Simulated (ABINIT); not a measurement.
Runs of ABINIT 10.8.3 (patched build) on Si. It takes space group I4/mmm (No. 139, tetragonal). Conventional cell: a = 3.254 Å, b = 3.254 Å, c = 2.641 Å, α = 90.00°, β = 90.00°, γ = 90.00°. Around Si (site symmetry 4/mmm) lie 10 Si at 2.64 to 2.65 Å. This isn't the form of Si at room conditions, which is diamond.

```tsv
potentials or basis	cutoff (eV)	fine-grid cutoff	gap on the mesh (eV)	pressure (GPa)
JTH PAW PBE v2.0	408	816.342 eV	none	(a)
SG15 NC PBE v1.2	490	-	none	3.8
PseudoDojo NC SR PBE v0.4.1 standard	490	-	none	3.5
PseudoDojo NC SR PBE v0.5 standard	490	-	none	3.5
SPMS NC PBE v1.0	381	-	none	3.4
PseudoDojo NC SR PBE v0.5 stringent	490	-	none	3.5
PseudoDojo NC SR PBE v0.4 stringent	490	-	none	3.5
Ansatz NC PBE	490	-	none	3.5
```

Alike in all rows: task single point; level PBE; no spin polarisation; cell as given; k mesh 13 × 13 × 13; smearing fermi-dirac 0.05 eV.

Problem. Fill in the values left out.

Solution. (a) 3.6.

A gap of «none» marks a metal or a gap under the smearing width.
